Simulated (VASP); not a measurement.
Crystal: HfSiO4.

```
Hf Si O
1.0
    -3.27944    3.27944    2.97940
     3.27944   -3.27944    2.97940
     3.27944    3.27944   -2.97940
Hf Si O
2 2 8
Direct
  0.00000 0.00000 0.00000
  0.75000 0.25000 0.50000
  0.25000 0.75000 0.50000
  0.50000 0.50000 0.00000
  0.13213 0.31745 0.81468
  0.06745 0.75277 0.68532
  0.06745 0.38213 0.31468
  0.50277 0.31745 0.18532
  0.68255 0.49723 0.81468
  0.61787 0.93255 0.68532
  0.24723 0.93255 0.31468
  0.68255 0.86787 0.18532
```

The cell is a database's computed one.

Base run:

| Property | Result |
| --- | --- |
| Program | VASP 6.6.1 |
| Functional | PBEsol |
| Potentials or basis | VASP PAW PBE potentials, release 64 (Hf_pv, Si, O) |
| Cutoff | 520 eV |
| k mesh | 6 × 6 × 6 |
| Occupations | gaussian, width 0.02 eV |
| Spin | no spin polarisation |

Its results: band gap on the k mesh 5.40 eV, indirect (least direct gap 5.77 eV).

**Question.** The run is repeated on the same cell with these changes: functional from PBEsol to TB-mBJ. What comes out?

**Answer.** Band gap on the k mesh 7.21 eV, indirect (least direct gap 7.50 eV).

Caveats: spin-orbit coupling is left out, which moves the levels of the heavy elements.

Not every run made on this cell is shown here.
